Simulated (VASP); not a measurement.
A run of VASP 6.6.1 is set up as follows.

Contents of INCAR:

```
ALGO = Normal
EDIFF = 1E-7
EDIFFG = -0.005
ENCUT = 600
IBRION = 2
ISIF = 3
ISMEAR = 0
LASPH = True
LCHARG = False
LREAL = False
LWAVE = False
NELM = 120
NSW = 40
PREC = Accurate
SIGMA = 0.02
```

KPOINTS

```
k-points
0
Gamma
  10 10 10
```

Contents of POSCAR:

```
GaP
1.0
    0.0000000000      2.7200000000      2.7200000000
    2.7200000000      0.0000000000      2.7200000000
    2.7200000000      2.7200000000      0.0000000000
Ga P
1 1
Direct
    0.0000000000      0.0000000000      0.0000000000
    0.2500000000      0.2500000000      0.2500000000
```

Potentials or basis: VASP PAW LDA potentials, release 64 (Ga_d, P).

Command:

```bash
$ cat potpaw_LDA.64/Ga_d/POTCAR potpaw_LDA.64/P/POTCAR > POTCAR
$ mpirun -np 1 vasp_std > vasp.out
```

Problem. What does it give for the band gap on the k mesh?

Solution. 1.40 eV, indirect (least direct gap 1.90 eV).

Problem. Estimate the space group after relaxing (to 0.05 Å).

Solution. F-43m (No. 216).

The path:
| step | energy change (eV) | largest force (eV/Å) | pressure (GPa) | volume (Å³) |
| --- | --- | --- | --- | --- |
| 1 | 0.0000 | 0.0000 | -2.19 | 40.25 |
| 2 | -0.0050 | 0.0000 | 1.32 | 38.66 |
| 3 | -0.0072 | 0.0000 | 0.00 | 39.22 |

A k mesh can miss the band edges. A hybrid or GW would open this gap; LDA tends to underestimate it.
